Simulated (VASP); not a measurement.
# CuO (F-43m) in VASP: notebook, part 3 of 3

VASP 6.6.1. The steps go on from the part before.

**4. Single point, r2SCAN**

File INCAR:

```
SYSTEM = CuO
  PREC = Accurate
  ENCUT = 520
  EDIFF = 1E-6
  ISMEAR = -1
  SIGMA = 0.05
  LREAL = .False.
  LASPH = .True.
  NELM = 60
  ALGO = Normal
  ISIF = 2
  LWAVE = .False.
  LCHARG = .False.
  METAGGA = R2SCAN
  LMIXTAU = .True.
```

File KPOINTS:

```
Automatic mesh
0
Gamma
  10 10 10
  0 0 0
```

File POSCAR:

```
CuO
1.0
    0.0000000000      2.3272527300      2.3272527300
    2.3272527300      0.0000000000      2.3272527300
    2.3272527300      2.3272527300      0.0000000000
Cu O
1 1
Direct
    0.0000000000      0.0000000000      0.0000000000
    0.2500000000      0.2500000000      0.2500000000
```

Potentials or basis: VASP PAW PBE potentials, release 64 (Cu, O).

Run with:

```bash
$ cat potpaw_PBE.64/Cu/POTCAR potpaw_PBE.64/O/POTCAR > POTCAR
$ mpirun -np 1 vasp_std > vasp.out
```

OUTCAR:

```text
SYSTEM = CuO
   PREC = Accurate
   ENCUT = 520
   EDIFF = 1E-6
   ISMEAR = -1
   LREAL = .False.
   LASPH = .True.
   NELM = 60
   ISIF = 2
   METAGGA = R2SCAN

 ion  position               nearest neighbor table
   1  0.000  0.000  0.000-   2 2.02   2 2.02   2 2.02   2 2.02
   2  0.250  0.250  0.250-   1 2.02   1 2.02   1 2.02   1 2.02

  LATTYP: Found a face centered cubic cell.
 ALAT       =     4.6545054600

  Lattice vectors:

 A1 = (   0.0000000000,   2.3272527300,   2.3272527300)
 A2 = (   2.3272527300,   0.0000000000,   2.3272527300)
 A3 = (   2.3272527300,   2.3272527300,   0.0000000000)

Analysis of symmetry for initial positions (statically):
=====================================================================
 Subroutine PRICEL returns:
 Original cell was already a primitive cell.

 Routine SETGRP: Setting up the symmetry group for a
 face centered cubic supercell.

 Subroutine GETGRP returns: Found 24 space group operations
 (whereof 24 operations were pure point group operations)
 out of a pool of 48 trial point group operations.

The static configuration has the point symmetry T_d .
[... 172 lines left out ...]
      3      -1.7211      2.00000
      4      -1.7211      2.00000
      5       0.8602      2.00000
      6       0.8602      2.00000
      7       3.5181      0.00000
      8       3.5181      0.00000
      9       3.5181      0.00000
     10       4.0273      0.00000
     11      17.3944      0.00000
     12      17.3946      0.00000
[... 331 lines left out ...]
 k-point    24 :       0.4000    0.3000    0.0000
  band No.  band energies     occupation
      1     -16.0270      2.00000
      2      -2.6639      2.00000
      3      -1.3174      2.00000
      4      -1.2742      2.00000
      5       0.6805      2.00000
      6       1.0090      2.00000
      7       1.7564      2.00000
      8       2.2091      1.99998
      9       2.2469      1.99995
     10       8.3801      0.00000
     11      13.2800      0.00000
     12      14.8764      0.00000

 [... further k-points ...]

------------------------ aborting loop because EDIFF is reached ----------------------------------------

  FORCE on cell =-STRESS in cart. coord.  units (eV):
  Direction    XX          YY          ZZ          XY          YZ          ZX
  --------------------------------------------------------------------------------------
  -------------------------------------------------------------------------------------
  Total       -2.2779653     -2.2779653     -2.2779653     -0.0000000     -0.0000000      0.0000000
  in kB     -144.7761598   -144.7761598   -144.7761598     -0.0000000     -0.0000000      0.0000000
  external PRESSURE =    -144.7761598 kB  Pullay stress =       0.0000000 kB

 VOLUME and BASIS-vectors are now :
 -----------------------------------------------------------------------------
  energy-cutoff  :      520.00
  volume of cell :       25.21
      direct lattice vectors                 reciprocal lattice vectors
     0.000000000  2.327252730  2.327252730    -0.214845596  0.214845596  0.214845596
     2.327252730  0.000000000  2.327252730     0.214845596 -0.214845596  0.214845596
     2.327252730  2.327252730  0.000000000     0.214845596  0.214845596 -0.214845596

 POSITION                                       TOTAL-FORCE (eV/Angst)
 -----------------------------------------------------------------------------------
      0.00000      0.00000      0.00000         0.000000      0.000000      0.000000
      1.16363      1.16363      1.16363        -0.000000     -0.000000     -0.000000
 -----------------------------------------------------------------------------------
    total drift:                                0.000066      0.000066      0.000065

  FREE ENERGIE OF THE ION-ELECTRON SYSTEM (eV)
  ---------------------------------------------------
  free  energy   TOTEN  =       -17.7430413194 eV

  energy  without entropy=      -17.7196689510  energy(sigma->0) =      -17.73135514
```

OSZICAR:

```text
N       E                     dE             d eps       ncg     rms          rms(c)
DAV:   1     0.105824468922E+03    0.10582E+03   -0.86602E+03  1156   0.202E+03
DAV:   2    -0.131585168637E+02   -0.11898E+03   -0.10878E+03  1152   0.341E+02
DAV:   3    -0.245628471277E+02   -0.11404E+02   -0.10843E+02  1396   0.120E+02
DAV:   4    -0.248060737901E+02   -0.24323E+00   -0.24195E+00  1240   0.177E+01
DAV:   5    -0.248108857747E+02   -0.48120E-02   -0.48115E-02  1396   0.246E+00    0.117E+01
DAV:   6    -0.197649163058E+02    0.50460E+01   -0.34863E+01  1144   0.178E+02    0.104E+01
DAV:   7    -0.176171387838E+02    0.21478E+01   -0.91822E+00  1316   0.124E+02    0.145E+00
DAV:   8    -0.177619654969E+02   -0.14483E+00   -0.55429E-01  1440   0.115E+01    0.892E-01
DAV:   9    -0.177322132137E+02    0.29752E-01   -0.11913E-01  1576   0.105E+01    0.558E-01
DAV:  10    -0.177424056791E+02   -0.10192E-01   -0.55705E-02  1380   0.509E+00    0.120E-01
DAV:  11    -0.177428174842E+02   -0.41181E-03   -0.15319E-03  1488   0.768E-01    0.353E-02
DAV:  12    -0.177416850174E+02    0.11325E-02   -0.10974E-03  1192   0.496E-01    0.672E-02
DAV:  13    -0.177430269876E+02   -0.13420E-02   -0.74525E-04  1152   0.328E-01    0.138E-02
DAV:  14    -0.177430280519E+02   -0.10643E-05   -0.51993E-05  1512   0.891E-02    0.490E-03
DAV:  15    -0.177430369754E+02   -0.89235E-05   -0.15090E-06   800   0.172E-02    0.277E-03
DAV:  16    -0.177430410549E+02   -0.40794E-05   -0.67193E-07   668   0.120E-02    0.868E-04
DAV:  17    -0.177430413194E+02   -0.26451E-06   -0.46982E-07   608   0.137E-02
   1 F= -.17743041E+02 E0= -.17731355E+02  d E =-.233724E-01
```

Wall time 28 s (1 thread of Intel Xeon Platinum 8488C (Sapphire Rapids), shared host); peak memory 0.15 GiB.

Results:

* Free energy: -17.7430 eV
* Pressure: -14.5 GPa
* Band gap on the k mesh: none (metal or under the smearing width)

Caveat: the PAW data sets were made with another functional, which shifts forces and pressure a little; an odd number of electrons without spin polarisation forces a metal; a magnetic or distorted state may lie lower; the run has no spin polarisation, though such a crystal can be magnetic; semilocal functionals often make such compounds metallic where correlation or magnetic order opens a gap, which also shifts bond lengths.

**5. Relaxation of cell and atoms, r2SCAN50**

POSCAR is that of step 4.

File INCAR.step1:

```
  PREC = Accurate
  ENCUT = 600
  EDIFF = 1E-5
  ISMEAR = 0
  SIGMA = 0.05
  LREAL = False
  LASPH = True
  NELM = 100
  ALGO = Normal
  LWAVE = True
  LCHARG = False
  GGA = PE
```

File INCAR.step2:

```
  PREC = Accurate
  ENCUT = 600
  EDIFF = 1E-6
  ISMEAR = 0
  SIGMA = 0.05
  LREAL = False
  LASPH = True
  NELM = 100
  ALGO = Normal
  ISIF = 3
  LWAVE = False
  LCHARG = False
  METAGGA = R2SCAN
  LHFCALC = True
  AEXX = 0.5
  LMIXTAU = True
  PRECFOCK = Normal
  HFRCUT = -1
  IBRION = 2
  NSW = 60
  EDIFFG = -0.02
  ISTART = 1
```

File KPOINTS:

```
regular mesh
0
Gamma
  5 5 5
```

Run with:

```bash
$ cat potpaw_PBE.64/Cu/POTCAR potpaw_PBE.64/O/POTCAR > POTCAR
$ cp INCAR.step1 INCAR
$ mpirun -np 1 vasp_std > vasp.out
$ cp INCAR.step2 INCAR
$ mpirun -np 1 vasp_std > vasp.out
```

Run time: 23 min. Hardware: 1 thread of Intel Xeon Platinum 8488C (Sapphire Rapids), shared host; peak memory 0.18 GiB.

It converged, with:

* Free energy: -18.3537 eV
* Relaxed volume: 10.80 Å³/atom
* Relaxed cell: a = 3.126 Å, b = 3.126 Å, c = 3.126 Å, α = 60.00°, β = 60.00°, γ = 60.00°
* Space group after relaxing (to 0.05 Å): F-43m (No. 216)
* Energy gained by relaxing: 121.5 meV/atom
* Ionic steps: 3
* Pressure after relaxing: -0.2 GPa
* Band gap on the k mesh: none (metal or under the smearing width)

Step by step:
| step | energy change (eV) | largest force (eV/Å) | pressure (GPa) | volume (Å³) |
| --- | --- | --- | --- | --- |
| 1 | 0.0000 | 0.0000 | -18.90 | 25.21 |
| 2 | -0.1866 | 0.0000 | 13.61 | 20.17 |
| 3 | -0.2430 | 0.0000 | -0.25 | 21.61 |

Final structure:
```cif
data_structure
_symmetry_space_group_name_H-M 'P 1'
_symmetry_Int_Tables_number 1
_cell_length_a 3.1264
_cell_length_b 3.1264
_cell_length_c 3.1264
_cell_angle_alpha 60.000
_cell_angle_beta 60.000
_cell_angle_gamma 60.000
_cell_volume 21.61
loop_
_atom_site_label
_atom_site_type_symbol
_atom_site_fract_x
_atom_site_fract_y
_atom_site_fract_z
_atom_site_occupancy
Cu1 Cu 0.00000 0.00000 0.00000 1
O1 O 0.25000 0.25000 0.25000 1
```

Levels at points of the mesh, in eV from the Fermi level:
```csv
k point,band 6,band 7,band 8,band 9,band 10,band 11
"(0.00, 0.00, 0.00)",-5.06,2.25,2.25,2.25,4.88,19.80
```

Caveat: the k mesh is coarse (spacing up to 0.47 Å⁻¹), so the values aren't converged, least of all with exact exchange; the PAW data sets were made with another functional, which shifts forces and pressure a little; an odd number of electrons without spin polarisation forces a metal; a magnetic or distorted state may lie lower; the run has no spin polarisation, though such a crystal can be magnetic.

**6. Overview**

| task | level | cell | k mesh | cutoff (eV) | smearing | optimiser | grid for exact exchange (PRECFOCK) | exchange at q = 0 | mesh quality | gap on the mesh (eV) | pressure (GPa) | relaxed volume (Å³/atom) |
| --- | --- | --- | --- | --- | --- | --- | --- | --- | --- | --- | --- | --- |
| relaxation of cell and atoms | r2SCAN+rVV10 | relaxed | 10 × 10 × 10 | 600 | gaussian 0.05 eV | - | - | - | not flagged | none | -0.1 | 11.05 |
| relaxation of the atoms | r2SCAN | atoms relaxed from: atoms moved at random, drawn with an rms of 0.15 Å | 7 × 7 × 7 | 520 | gaussian 0.05 eV | LBFGS | - | - | not flagged | none | -14.5 | - |
| single point | r2SCAN | as given | 10 × 10 × 10 | 520 | fermi-dirac 0.05 eV | - | - | - | not flagged | none | -14.5 | - |
| relaxation of cell and atoms | r2SCAN50 | relaxed | 5 × 5 × 5 | 600 | gaussian 0.05 eV | - | Normal | truncated | coarse | none | -0.2 | 10.80 |

Alike in all rows: potentials or basis VASP PAW PBE potentials, release 64 (Cu, O); no spin polarisation.

Caveats: some runs use coarse meshes; the PAW data sets were made with another functional, which shifts forces and pressure a little; an odd number of electrons without spin polarisation forces a metal; a magnetic or distorted state may lie lower; the run has no spin polarisation, though such a crystal can be magnetic; semilocal functionals often make such compounds metallic where correlation or magnetic order opens a gap, which also shifts bond lengths (some runs).

Total energies depend on the potentials used, so only differences within one code and one set of settings carry meaning.
